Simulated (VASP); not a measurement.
# C (P6_3/mmc) in VASP: further runs, part 2 of 2

VASP 6.6.1.

### Step 3. Relaxation of cell and atoms, PBE+D3(BJ)

This run uses another cell than the first one, of 8.80 Å³/atom, 0.856 times its volume.

INCAR

```
SYSTEM = C
  PREC = Accurate
  ENCUT = 600
  EDIFF = 1E-7
  ISMEAR = 0
  SIGMA = 0.03
  LREAL = .False.
  LASPH = .True.
  NELM = 80
  ALGO = Normal
  ISIF = 3
  LWAVE = .False.
  LCHARG = .False.
  GGA = PE
  IVDW = 12
  IBRION = 2
  NSW = 90
  EDIFFG = -0.005
  KPAR = 2
```

KPOINTS

```
Automatic mesh
0
Gamma
  12 12 4
  0 0 0
```

POSCAR

```
C                                       
1.0
    2.4648513487     -0.0000000000      0.0000000000
   -1.2324256744      2.1346238846      0.0000000000
   -0.0000000000     -0.0000000000      6.6906082660
  C             
     4
Direct
     0.0000000000000000    0.0000000000000000    0.2500000000000000
     0.0000000000000000    0.0000000000000000    0.7500000000000000
     0.3333333300000021    0.6666666699999979    0.2500000000000000
     0.6666666699999979    0.3333333300000021    0.7500000000000000
```

Potentials or basis: VASP PAW PBE potentials, release 64 (C).

The run is started by

```
$ cat potpaw_PBE.64/C/POTCAR > POTCAR
$ mpirun -np 2 vasp_std > vasp.out
```

OUTCAR:

```text
SYSTEM = C
   PREC = Accurate
   ENCUT = 600
   EDIFF = 1E-7
   ISMEAR = 0
   LREAL = .False.
   LASPH = .True.
   NELM = 80
   ISIF = 3
   GGA = PE
   IVDW = 12
   IBRION = 2
   NSW = 90
   EDIFFG = -0.005
 IVDW          = 12

 ion  position               nearest neighbor table
   1  0.000  0.000  0.250-   3 1.42   3 1.42   3 1.42
   2  0.000  0.000  0.750-   4 1.42   4 1.42   4 1.42
   3  0.333  0.667  0.250-   1 1.42   1 1.42   1 1.42
   4  0.667  0.333  0.750-   2 1.42   2 1.42   2 1.42

  LATTYP: Found a hexagonal cell.
 ALAT       =     2.4648513487
 C/A-ratio  =     2.7144063960

  Lattice vectors:

 A1 = (   2.4648513487,   0.0000000000,   0.0000000000)
 A2 = (  -1.2324256744,   2.1346238846,   0.0000000000)
 A3 = (   0.0000000000,   0.0000000000,   6.6906082660)

Analysis of symmetry for initial positions (statically):
=====================================================================
 Subroutine PRICEL returns:
 Original cell was already a primitive cell.

 Routine SETGRP: Setting up the symmetry group for a
 hexagonal supercell.

 Subroutine GETGRP returns: Found 24 space group operations
 (whereof 12 operations were pure point group operations)
 out of a pool of 24 trial point group operations.

The static configuration has the point symmetry D_3d.
 The point group associated with its full space group is D_6h.

Analysis of symmetry for dynamics (positions and initial velocities):
=====================================================================
 Subroutine PRICEL returns:
 Original cell was already a primitive cell.

 Routine SETGRP: Setting up the symmetry group for a
 hexagonal supercell.

 Subroutine GETGRP returns: Found 24 space group operations
 (whereof 12 operations were pure point group operations)
 out of a pool of 24 trial point group operations.

The dynamic configuration has the point symmetry D_3d.
 The point group associated with its full space group is D_6h.

 Subroutine INISYM returns: Found 24 space group operations
 (whereof 12 operations are pure point group operations),
 and found     1 'primitive' translations

----------------------------------------------------------------------------------------

                                     Primitive cell

  volume of cell :      35.2028

  direct lattice vectors                    reciprocal lattice vectors
     2.464851349  0.000000000  0.000000000     0.405703979  0.234233302  0.000000000
    -1.232425674  2.134623885  0.000000000     0.000000000  0.468466603  0.000000000
     0.000000000  0.000000000  6.690608266     0.000000000  0.000000000  0.149463242

  length of vectors
     2.464851349  2.464851349  6.690608266     0.468466603  0.468466603  0.149463242

  position of ions in fractional coordinates (direct lattice)
     0.000000000  0.000000000  0.250000000
     0.000000000  0.000000000  0.750000000
     0.333333330  0.666666670  0.250000000
     0.666666670  0.333333330  0.750000000

  ion indices of the primitive-cell ions
   primitive index   ion index
                 1           1
                 2           2
                 3           3
                 4           4

----------------------------------------------------------------------------------------

 KPOINTS: Automatic mesh

Automatic generation of k-mesh.
 Grid dimensions read from file:
 generate k-points for:   12   12    4

 Generating k-lattice:

  Cartesian coordinates                     Fractional coordinates (reciprocal lattice)
     0.033808665  0.019519442  0.000000000     0.083333333  0.000000000  0.000000000
     0.000000000  0.039038884  0.000000000     0.000000000  0.083333333  0.000000000
     0.000000000  0.000000000  0.037365810     0.000000000  0.000000000  0.250000000

  Length of vectors
     0.039038884  0.039038884  0.037365810

  Shift w.r.t. Gamma in fractional coordinates (k-lattice)
     0.000000000  0.000000000  0.000000000

 Subroutine IBZKPT returns following result:
 ===========================================

 Found     57 irreducible k-points:

 Following reciprocal coordinates:
            Coordinates               Weight
  0.000000  0.000000  0.000000      1.000000
  0.083333  0.000000  0.000000      6.000000
  0.166667  0.000000  0.000000      6.000000
  0.250000  0.000000  0.000000      6.000000
  0.333333  0.000000  0.000000      6.000000
  0.416667  0.000000  0.000000      6.000000
[... 16 lines left out ...]
  0.250000  0.000000  0.250000     12.000000
  0.333333  0.000000  0.250000     12.000000
 [... further k-points ...]
   k-points           NKPTS =     57   k-points in BZ     NKDIM =     57   number of bands    NBANDS=     12
   number of dos      NEDOS =    301   number of ions     NIONS =      4
   total plane-waves  NPLWV =  21600
   dimension x,y,z NGX =    20 NGY =   20 NGZ =   54
   dimension x,y,z NGXF=    40 NGYF=   40 NGZF=  108
   ions per type =               4
   NGX,Y,Z   is equivalent  to a cutoff of  13.49, 13.49, 13.42 a.u.
   NGXF,Y,Z  is equivalent  to a cutoff of  26.98, 26.98, 26.84 a.u.
 SYSTEM =  C
   PREC   = accura    normal or accurate (medium, high low for compatibility)
   ISTART =      0    job   : 0-new  1-cont  2-samecut
   ICHARG =      2    charge: 1-file 2-atom 10-const
   ISPIN  =      1    spin polarized calculation?
   LNONCOLLINEAR =      F non collinear calculations
   LSORBIT =      F    spin-orbit coupling
   LASPH  =      T    aspherical Exc in radial PAW
   ENCUT  =  600.0 eV  44.10 Ry    6.64 a.u.   4.92  4.92 13.36*2*pi/ulx,y,z
   NELM   =     80;   NELMIN=  2; NELMDL= -5     # of ELM steps
   EDIFF  = 0.1E-06   stopping-criterion for ELM
   LREAL  =      F    real-space projection
   EDIFFG = -.5E-02   stopping-criterion for IOM
   NSW    =     90    number of steps for IOM
   IBRION =      2    ionic relax: 0-MD 1-quasi-New 2-CG
   NFREE  =      1    steps in history (QN), initial steepest desc. (CG)
   ISIF   =      3    stress and relaxation
   ISYM   =      2    0-nonsym 1-usesym 2-fastsym
   POTIM  = 0.5000    time-step for ionic-motion
   TEBEG  =    0.0;   TEEND  =   0.0 temperature during run
   PSTRESS=    0.0 pullay stress
   NELECT =      16.0000    total number of electrons
   NUPDOWN=      -1.0000    fix difference up-down
   EMIN   =  10.00;   EMAX   =-10.00  energy-range for DOS
   EFERMI =   0.00;   METHOD = LEGACY
   ISMEAR =     0;   SIGMA  =   0.03  broadening in eV -4-tet -1-fermi 0-gaus
   EFERMI_NEDOS =   21; number of points for ismear=-14 and -15
   IALGO  =     38    algorithm
   IMIX   =      4    mixing-type and parameters
     AMIX     =   0.40;   BMIX     =  1.00
     AMIX_MAG =   1.60;   BMIX_MAG =  1.00
  volume/ion in A,a.u.               =       8.80        59.39
  Fermi-wavevector in a.u.,A,eV,Ry     =   1.258700  2.378598 21.556062  1.584326
  Thomas-Fermi vector in A             =   2.392297
   LORBIT       =      0    0 simple, 1 ext, 2 COOP (PROOUT), +10 PAW based schemes
   GGA     = PE    functional components
   LHFCALC =     F    Hartree Fock is set to
   AEXX    =    0.0000 exact exchange contribution
   IVDW    =    12    specifies the selected vdW correction
   LEPSILON=     F    determine dielectric tensor
   LRPA    =     F    only Hartree local field effects (RPA)
 conjugate gradient relaxation of ions
 non-spin polarized calculation
 Gauss-broadening in eV      SIGMA  =   0.03
  energy-cutoff  :      600.00
  volume of cell :       35.20
 maximum number of plane-waves:      1203
 NGX is ok and might be reduce to    20
   NGX =  9   NGY =  9   NGZ = 27

--------------------------------------- Ionic step        1  -------------------------------------------

 number of electron      16.0000001 magnetization

 Free energy of the ion-electron system (eV)
  ---------------------------------------------------
  ext. energy  EPLUGINS =         0.00000000
  ---------------------------------------------------
  free energy    TOTEN  =       -36.84452882 eV

  energy without entropy =      -36.84400779  energy(sigma->0) =      -36.84426831

------------------------ aborting loop because EDIFF is reached ----------------------------------------

 Edisp (eV)   -0.62753

 E8    (eV) :    -0.1779
[... 201 lines left out ...]
--------------------------------------- Ionic step        6  -------------------------------------------

 number of electron      16.0000001 magnetization

 Free energy of the ion-electron system (eV)
  ---------------------------------------------------
  ext. energy  EPLUGINS =         0.00000000
  ---------------------------------------------------
  free energy    TOTEN  =       -36.84360852 eV

  energy without entropy =      -36.84308934  energy(sigma->0) =      -36.84334893

 E-fermi :   4.7046     XC(G=0): -10.3515

 val. band max:        4.7029820963   @ k =   0.3333   0.3333   0.5000
 cond. band min:       4.7051013906   @ k =   0.3333   0.3333   0.2500
 fundamental gap:      0.0021192943
 Fermi energy:         4.7046482812

 k-point     1 :       0.0000    0.0000    0.0000
  band No.  band energies     occupation
      1     -14.9416      2.00000
      2     -14.6317      2.00000
      3      -3.8172      2.00000
      4      -1.8077      2.00000
      5       1.6931      2.00000
      6       1.6931      2.00000
      7       1.7123      2.00000
      8       1.7123      2.00000
      9       9.0368      0.00000
     10      13.0292      0.00000
     11      13.0306      0.00000
     12      13.0831      0.00000
[... 331 lines left out ...]
 k-point    24 :       0.3333    0.0000    0.2500
  band No.  band energies     occupation
      1     -12.2949      2.00000
      2     -12.1099      2.00000
      3      -4.9439      2.00000
      4      -4.8457      2.00000
      5      -1.0615      2.00000
      6      -1.0229      2.00000
      7      -0.4888      2.00000
      8       0.7225      2.00000
      9       9.3099      0.00000
     10       9.9671      0.00000
     11      12.2906      0.00000
     12      12.4712      0.00000

 [... further k-points ...]

------------------------ aborting loop because EDIFF is reached ----------------------------------------

 Edisp (eV)   -0.62850

 E8    (eV) :    -0.1782
[... 27 lines left out ...]
  FREE ENERGIE OF THE ION-ELECTRON SYSTEM (eV)
  ---------------------------------------------------
  free  energy   TOTEN  =       -37.4721067240 eV

  energy  without entropy=      -37.4715875408  energy(sigma->0) =      -37.47184713

 reached required accuracy - stopping structural energy minimisation
```

It took 25 s on 2 MPI ranks of Intel Xeon 6975P-C (Granite Rapids), shared host; peak memory 0.15 GiB.

What came out:

* Free energy: -37.4721 eV
* Relaxed volume: 8.79 Å³/atom
* Relaxed cell: a = 2.465 Å, b = 2.465 Å, c = 6.682 Å, α = 90.00°, β = 90.00°, γ = 120.00°
* Space group after relaxing (to 0.05 Å): P6_3/mmc (No. 194)
* Energy gained by relaxing: 0.0 meV/atom
* Ionic steps: 6
* Pressure after relaxing: 0.0 GPa
* Band gap on the k mesh: none (metal or under the smearing width)
* Dispersion energy per atom: -0.157 eV

Stress tensor (GPa, compression positive):
```
-0.01  0.00  0.00
 0.00 -0.01  0.00
 0.00  0.00 -0.09
```

Final structure:
```xyz
4
Lattice="2.4654 0.0000 0.0000 -1.2327 2.1351 0.0000 0.0000 0.0000 6.6816" Properties=species:S:1:pos:R:3 pbc="T T T"
C     0.0000    0.0000    1.6704
C    -1.2327    2.1351    5.0112
C     0.0000    1.4234    1.6704
C     1.2327    0.7117    5.0112
```

### Step 4. Relaxation of cell and atoms, LDA

INCAR

```
  ALGO = Normal
  EDIFF = 1E-6
  EDIFFG = -0.01
  ENCUT = 600
  GGA = CA
  IBRION = 2
  ISIF = 3
  ISMEAR = 0
  KPAR = 2
  LASPH = T
  LCHARG = F
  LREAL = F
  LWAVE = F
  NELM = 80
  NSW = 90
  PREC = Accurate
  SIGMA = 0.03
```

KPOINTS

```
k-points
0
Gamma
  12 12 4
```

POSCAR

```
C
1.0
    2.4672912616      0.0000000000      0.0000000000
   -1.2336456308      2.1367369111      0.0000000000
    0.0000000000      0.0000000000      7.8030730000
C
4
Direct
    0.0000000000      0.0000000000      0.2500000000
    0.0000000000      0.0000000000      0.7500000000
    0.3333333300      0.6666666700      0.2500000000
    0.6666666700      0.3333333300      0.7500000000
```

Potentials or basis: VASP PAW LDA potentials, release 64 (C).

The run is started by

```
$ cat potpaw_LDA.64/C/POTCAR > POTCAR
$ mpirun -np 2 vasp_std > vasp.out
```

Run time: 41 s. Hardware: 2 MPI ranks of AMD EPYC 9R45 (Zen 5), shared host; peak memory 0.13 GiB.

It converged, with:

- Free energy: -40.4709 eV
- Relaxed volume: 8.54 Å³/atom
- Relaxed cell: a = 2.446 Å, b = 2.446 Å, c = 6.597 Å, α = 90.00°, β = 90.00°, γ = 120.00°
- Space group after relaxing (to 0.05 Å): P6_3/mmc (No. 194)
- Energy gained by relaxing: 19.6 meV/atom
- Ionic steps: 15
- Pressure after relaxing: 0.0 GPa
- Band gap on the k mesh: none (metal or under the smearing width)

Stress tensor (GPa, compression positive):
```
 0.02  0.00  0.00
 0.00  0.02  0.00
 0.00  0.00 -0.13
```

Step by step:
| step | energy change (eV) | largest force (eV/Å) | pressure (GPa) | volume (Å³) |
| --- | --- | --- | --- | --- |
| 1 | 0.0000 | 0.0000 | -6.58 | 41.14 |
| 2 | 0.0914 | 0.0000 | 15.40 | 38.67 |
| 3 | -0.0204 | 0.0000 | -0.61 | 40.39 |
| 4 | -0.0204 | 0.0000 | -0.49 | 40.37 |
| 5 | -0.0224 | 0.0000 | -0.51 | 40.19 |
| 6 | -0.0287 | 0.0000 | -0.51 | 39.63 |
| 7 | -0.0416 | 0.0000 | -0.57 | 38.52 |
| 8 | -0.0660 | 0.0000 | -0.52 | 36.29 |
| 9 | -0.0557 | 0.0000 | 0.84 | 31.84 |
| 10 | -0.0762 | 0.0000 | -0.36 | 34.90 |
| 11 | -0.0779 | 0.0000 | -0.09 | 33.74 |
| 12 | -0.0783 | 0.0000 | -0.15 | 34.07 |
| 13 | -0.0782 | 0.0000 | -0.19 | 34.19 |
| 14 | -0.0746 | 0.0000 | 3.19 | 33.88 |
| 15 | -0.0782 | 0.0000 | -0.03 | 34.18 |

Final structure:
```yaml
crystal:
  lattice:
    - [2.44590, 0.00000, 0.00000]
    - [-1.22295, 2.11821, 0.00000]
    - [0.00000, 0.00000, 6.59690]
  atoms:
    - { symbol: C, position: [0.00000, 0.00000, 0.25000] }
    - { symbol: C, position: [0.00000, 0.00000, 0.75000] }
    - { symbol: C, position: [0.33333, 0.66667, 0.25000] }
    - { symbol: C, position: [0.66667, 0.33333, 0.75000] }
```

Levels at points of the mesh, in eV from the Fermi level:
| k point | band 6 | band 7 | band 8 | band 9 | band 10 | band 11 |
| --- | --- | --- | --- | --- | --- | --- |
| (0.00, 0.00, 0.00) | -2.98 | -2.96 | -2.96 | 3.97 | 8.45 | 8.45 |
| (0.50, 0.00, 0.00) | -6.38 | -2.86 | -2.09 | 1.47 | 2.24 | 7.51 |
| (0.00, 0.00, 0.50) | -2.97 | -2.97 | -2.97 | 6.77 | 6.77 | 8.48 |
| (0.50, 0.00, 0.50) | -6.42 | -2.39 | -2.39 | 1.61 | 1.61 | 7.73 |

Caveat: the volume moved by over 15 % at a fixed basis, so the end points are rough.
